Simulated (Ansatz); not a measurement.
# Quasiparticle gap of Nb2Sn2O7 (Fd-3m)

Wanted: the gap of Nb2Sn2O7 (Fd-3m) with a many-body correction, and the time that it takes.

Main program and level: Ansatz 0.2.0; HSE06, then G0W0 on it, plane waves, PAW.

**Experimental background.**

- Gap 2.6 eV: optical absorption-edge onset (lowest of the four compounds), not Tauc gap; UV-vis transmission and reflection; 300 K; film (relaxed epitaxial (111) film by pulsed laser deposition; approximate value) on Y-stabilized ZrO2 (111) (“Trends in Bandgap of Epitaxial textitA2textitB2O7 (textitA = Sn, Pb; textitB = Nb, Ta) Films Fabricated by Pulsed Laser Deposition”, 2022, arxiv:2207.00434).

Most raw output is cut from this account.

In doubt: masses and optical values from hybrid runs of this build are listed as unsure (step 3), which bears on the screening that GW takes from such a start.

### 1. Set-up

It takes space group Fd-3m (No. 227, cubic). Conventional cell: a = 10.761 Å, b = 10.761 Å, c = 10.761 Å, α = 90.00°, β = 90.00°, γ = 90.00°. Nb has 6 O at 2.02 Å nearest. Nearest to Sn lie 2 O at 2.33 Å. Nearest to O lie 2 Nb at 2.02 Å. O has 4 Sn at 2.33 Å nearest. Farther neighbours and most contacts between anions are not listed.

The cell and positions are those that the Materials Project relaxed with its own functionals (PBE, PBE+U or r2SCAN), kept fixed. The default PAW set here is soft_2. Its files were made with PBE.

### 2. HSE06 levels on the mesh and at listed points

HSE06 mixes in a quarter of exact exchange at short range.

This step: DFT, HSE06, plane waves, PAW.

Contents of input.yaml:

```yaml
crystal:
  lattice:
    - [0.0, 5.380295, 5.380295]
    - [5.380295, 0.0, 5.380295]
    - [5.380295, 5.380295, 0.0]
  atoms:
    - { symbol: Nb, position: [0.125, 0.125, 0.125] }
    - { symbol: Nb, position: [0.625, 0.125, 0.125] }
    - { symbol: Nb, position: [0.125, 0.125, 0.625] }
    - { symbol: Nb, position: [0.125, 0.625, 0.125] }
    - { symbol: Sn, position: [0.625, 0.625, 0.125] }
    - { symbol: Sn, position: [0.625, 0.625, 0.625] }
    - { symbol: Sn, position: [0.125, 0.625, 0.625] }
    - { symbol: Sn, position: [0.625, 0.125, 0.625] }
    - { symbol: O, position: [0.061003, 0.438997, 0.061003] }
    - { symbol: O, position: [0.061003, 0.061003, 0.438997] }
    - { symbol: O, position: [0.811003, 0.188997, 0.811003] }
    - { symbol: O, position: [0.061003, 0.438997, 0.438997] }
    - { symbol: O, position: [0.188997, 0.811003, 0.188997] }
    - { symbol: O, position: [0.438997, 0.061003, 0.061003] }
    - { symbol: O, position: [0.188997, 0.188997, 0.811003] }
    - { symbol: O, position: [0.188997, 0.811003, 0.811003] }
    - { symbol: O, position: [0.75, 0.75, 0.75] }
    - { symbol: O, position: [0.811003, 0.188997, 0.188997] }
    - { symbol: O, position: [0.438997, 0.438997, 0.061003] }
    - { symbol: O, position: [0.811003, 0.811003, 0.188997] }
    - { symbol: O, position: [0.5, 0.5, 0.5] }
    - { symbol: O, position: [0.438997, 0.061003, 0.438997] }
kpoints:
  mp_grid: { grid: [2, 2, 2] }
  band_path:
    path:
      - [0.0, 0.0, 0.0]
      - [0.5, 0.0, 0.5]
      - [0.625, 0.25, 0.625]
      - [0.375, 0.375, 0.75]
      - [0.5, 0.5, 0.5]
      - [0.5, 0.25, 0.75]
    npoints: 1
hamiltonian:
  xc: hse06
scf:
  occupations: { method: fixed }
  n_extra_bands: 11
output:
  eigenvalues: true
```

On the command line:

```
$ ansatz run input.yaml --threads 24 --pin off --max-ram 82944MiB --backend cuda --events-out ev --progress --plain --runs-dir out --devices 1 --max-vram 78GiB
```

The job ended after 7.8 s (1 × NVIDIA GB200 (shared by 2 runs) with 24 threads of Arm Neoverse V2, shared host; peak memory 1.7 GiB; 75 s of CPU time).

This step gave:

```
gap                     : 1.481 eV
valence top at          : L
conduction bottom at    : Γ
least direct gap        : 1.726 eV
exact-exchange fraction : 0.25
```

Over mesh and listed points the gap is 1.481 eV, from k = (0.500, 0.500, 0.500) to k = Γ. The least direct gap found is 1.726 eV, at k = (0.500, 0.500, 0.500).

### 3. G0W0 on the 2×2×2 mesh

G0W0 replaces the xc potential by a self-energy built once from the orbitals of the start. Levels are corrected in the window of bands that the input names, at points of the mesh.

This step: G0W0 on HSE06, plane waves, PAW.

input.yaml, as its differences from that of step 2:

```diff
@@ -30,11 +30,2 @@
   mp_grid: { grid: [2, 2, 2] }
-  band_path:
-    path:
-      - [0.0, 0.0, 0.0]
-      - [0.5, 0.0, 0.5]
-      - [0.625, 0.25, 0.625]
-      - [0.375, 0.375, 0.75]
-      - [0.5, 0.5, 0.5]
-      - [0.5, 0.25, 0.75]
-    npoints: 1
 hamiltonian:
@@ -43,4 +34,7 @@
   occupations: { method: fixed }
-  n_extra_bands: 11
-output:
-  eigenvalues: true
+gw:
+  n_empty_bands: 432
+  ecut_chi: 72
+  qp_bands: [v4, c4]
+  qp_kpoints: band_edges
+  screening: { model: contour_deformation }
```

Elapsed: 16 s, on 1 × NVIDIA GB200 (shared by 2 runs) with 24 threads; peak memory 2.1 GiB; 97 s of CPU time.

Numbers from this step:

```yaml
bands_summed: 528
rpa_eps_infinity_on_this_mesh_eigenvalues: 8.092, 8.092, 8.092
plane_waves_in_the_screening_matrix: 411
q_points_in_the_mesh: 8
g0w0_gap_over_the_corrected_points: 1.711 eV
k_of_the_valence_top: 0, 0, -0.5
k_of_the_conduction_bottom: 0, 0, 0
starting_gap_on_the_mesh: 1.481 eV
z_at_the_valence_top: 0.7574
z_at_the_conduction_bottom: 0.7546
least_direct_g0w0_gap_over_the_corrected_points: 1.917 eV
```

Over all 3 irreducible mesh points the G0W0 gap is 1.711 eV, from k = (0.000, 0.000, -0.500) to k = Γ. The HSE06 gap of this run on the mesh is 1.481 eV. The two states that bound the G0W0 gap lie that far apart at the start, so the correction of the gap is 1.711 − 1.481 = +0.230 eV.

Labels follow the order of the start: v1 is the top filled band, c1 the lowest empty one; levels that stay degenerate share a row, the window can cut a multiplet, doubted levels are not marked in this list, bands outside the window were not corrected, and the list may be a part of the corrected levels. Levels before and after the correction, in eV, zero at the valence-band top of each column:

```csv
,conduction bottom,valence top
HSE06,1.48,0.00
G0W0,1.71,0.00
```

```csv
,level,occupation,energy (eV)
HSE06,Γ v3-v1,2,-0.251
HSE06,Γ c1-c2,0,1.481
HSE06,Γ c3,0,1.833
HSE06,(0 0 -0.5) v3,2,-1.097
HSE06,(0 0 -0.5) v2-v1,2,0.000
HSE06,(0 0 -0.5) c1-c2,0,1.726
HSE06,(0 0 -0.5) c3,0,1.753
G0W0,Γ v3-v1,2,-0.264
G0W0,Γ c1-c2,0,1.711
G0W0,Γ c3,0,2.057
G0W0,(0 0 -0.5) v3,2,-1.167
G0W0,(0 0 -0.5) v2-v1,2,0.000
G0W0,(0 0 -0.5) c1-c2,0,1.931
G0W0,(0 0 -0.5) c3,0,1.931
```

The parts of the quasiparticle energy for the two states that bound the G0W0 gap, in eV on the run's own scale (QP = start + Σx + Σc − Vxc, with Σc at the quasiparticle energy):

```csv
edge,k,band,start,Σx,Σc,Vxc,Z,QP
valence top,"(0.000, 0.000, -0.500)",95,9.416,−21.396,2.315,−19.454,0.757,9.788
conduction bottom,Γ,97,10.897,−13.529,−4.762,−18.893,0.755,11.499
```

For a hybrid start, Vxc holds its share of exact exchange.

### 4. Side by side

Each gap is the least one over the points named; times are wall times on shared hosts, not benchmarks. A G0W0 time includes the run's own self-consistent start. Runs with listed points see these and the mesh alone, so an edge that moves elsewhere is missed. Symmetry makes (0.500, 0.500, 0.500) and (0.000, 0.000, -0.500) one point.

```csv
level,mesh,"files, cutoff","bands summed, screening",points,gap (eV),valence top,conduction bottom,least direct gap (eV),time
HSE06,2×2×2,"soft_2 PAW, 420 eV",-,mesh and listed points,1.481,"(0.500, 0.500, 0.500)",Γ,1.726,7.8 s
G0W0@HSE06,2×2×2,"soft_2 PAW, 420 eV","528, 72 eV",all 3 irreducible mesh points,1.711,"(0.000, 0.000, -0.500)",Γ,1.917,16 s
```

Computed less measured, in eV, for the reports listed at the start; nothing is added to the computed values:

```csv
row,computed (eV),2.6 eV (2022)
"HSE06, gap",1.481,−1.119
"G0W0@HSE06, gap",1.711,−0.889
"G0W0@HSE06, least direct gap",1.917,−0.683
```

### 5. Results

```json
{
 "HSE06 gap over mesh and listed points": "1.481 eV, from k = (0.500, 0.500, 0.500) to k = Γ",
 "G0W0@HSE06 gap over all 3 irreducible mesh points": "1.711 eV, from k = (0.000, 0.000, -0.500) to k = Γ",
 "GW settings": "2×2×2 mesh, 432 empty bands, screening to 72 eV",
 "known limits": "finite bands, screening cutoff and k mesh; no spin-orbit coupling in G0W0"
}
```

In words: Over all 3 irreducible mesh points the G0W0 gap is 1.711 eV, from k = (0.000, 0.000, -0.500) to k = Γ. The HSE06 gap of this run on the mesh is 1.481 eV. The two states that bound the G0W0 gap lie that far apart at the start, so the correction of the gap is 1.711 − 1.481 = +0.230 eV. The valence state moves by 9.788 − 9.416 = +0.372 eV and the conduction state by 11.499 − 10.897 = +0.602 eV, on the run's own scale; how far single levels stand from their limit in bands is not shown. Both edges that HSE06 shows over mesh and listed points lie at k points where levels were corrected. Levels at other points were not corrected, so a lower G0W0 gap elsewhere in the zone is not ruled out. No second run with other bands and screening cutoff is shown, so the distance to the basis limit is not known. On another start, G0W0@LDA runs of this series (2×2×2 mesh, soft_2 PAW; not shown as steps) give 1.891 eV with 248 bands and 36 eV, 1.538 eV with 528 bands and 72 eV and 1.607 eV with 1025 bands and 120 eV. The program doubts an edge level of G0W0@LDA with 528 bands (2×2×2, soft_2 PAW). G0W0 on other starts in this series, not shown as steps and not all at these settings: 1.538 eV on LDA (2×2×2, soft_2 PAW, 528 bands, 72 eV) and 1.942 eV on PBE0 (2×2×2, soft_2 PAW, 528 bands, 72 eV). The program doubts an edge level of G0W0@LDA with 528 bands (2×2×2, soft_2 PAW). Two runs of this series at another level, not shown as steps, test spin-orbit coupling. LDA+SOC against LDA: 0.936 − 0.939 = −0.003 eV, with the same mesh, set of files (read in its fully relativistic form for the spin-orbit run) and cutoff, and both edges at the same k points. The spin-orbit run sees mesh and listed points alone, so its gap is an upper bound: the coupling can move an edge off these points, and the change over the zone, its sign included where it is small, is not known. What spin-orbit coupling does to the G0W0 levels was not computed, so no sum with the G0W0 gap is formed. Against experiment, G0W0@HSE06 at 1.711 eV lies −0.889 eV from 2.6 eV (2022). The differences hold parts that these runs do not separate: finite bands, cutoffs and mesh, points of the zone that were not corrected, the start of G0W0, spin-orbit coupling missing from it, static nuclei, no electron-hole attraction, a cell that is not a measured one, and what each experiment reads as the gap. How much each gives is not known from the steps shown. The G0W0 runs are scalar-relativistic. No pair of G0W0 runs that differ in the mesh alone is shown (2×2×2 is a supercell whose nearest images lie 15 Å apart), so the error from the mesh is not known here. G0W0 is shown with one set of atomic data (soft_2 PAW), so the error from the files is not known here.

[Paths, hosts, dates, memory and timing lines, banners, echoed tables and standing remarks are left out of the program output.]

[Logs are printed without paths, hosts, clocks, repeated set-up lines and the standing remarks that a program may print on its own settings, such as how far it seeks lower states.]

[Runs of the session that timed out or met a known fault of the program may be left out.]

[Cells called generated may have been cut or substituted from an entry of the Crystallography Open Database or the Materials Project.]

[Hosts, paths, dates, database ids (printed as entryN), source tags and the programs' standing remarks are cut or masked in the printed files.]

[Where an RPA ε∞ is given, it is that of the G0W0 mesh and is not shown converged in it. Names of k-points follow the symmetry that the program found, which can be lower than the space group named. Band edges on a path are those of the sampled points; other points can move an edge, and change direct to indirect where valleys lie close.]

[Hybrid gaps are those of their k-mesh and are not shown converged in it.]
